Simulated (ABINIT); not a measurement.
Runs of ABINIT 10.8.3 (patched build) on Te. The structure is trigonal, space group R-3m (No. 166). Conventional cell: a = 4.612 Å, b = 4.612 Å, c = 5.073 Å, α = 90.00°, β = 90.00°, γ = 120.00°. Around Te (site symmetry -3m) lie 6 Te at 3.15 Å. This isn't the form of Te at room conditions, which is trigonal, of chains.

```tsv
task	level	potentials or basis	spin	cell	cutoff (eV)	cell freedom (optcell)	optimiser (ionmov)	cutoff smearing ecutsm (Ha)	force stop (Ha/bohr)	fine-grid cutoff	gap on the mesh (eV)	pressure (GPa)
single point	PBEsol	PseudoDojo NC SR PBEsol v0.4 stringent	off	as given	1279	-	-	-	-	-	none	-1.0
relaxation of cell and atoms	LDA	PseudoDojo NC SR LDA v0.4.1 standard	off	relaxed	1088	2	2	0.5	2e-05	-	none	0.0
single point	LDA	PseudoDojo NC SR LDA v0.4.1 standard	off	cell relaxed	1088	-	-	-	-	-	none	0.0
single point	LDA	PseudoDojo NC SR LDA v0.4.1 standard	off	as given	952	-	-	-	-	-	none	(a)
single point	PBE	Ansatz PAW PBE default generated set, frozen core	SOC, no magnetisation	as given	327	-	-	-	-	653.073 eV	none	-
```

Alike in all rows: k mesh 7 × 7 × 7; smearing fermi-dirac 0.05 eV.

**Question.** Fill in the values left out.

**Answer.** (a) -1.6.

A k mesh can miss the band edges, and rows without SOC leave out spin-orbit coupling on Te.

A gap of «none» marks a metal or a gap under the smearing width.

The runs don't all hold the same shells in valence.
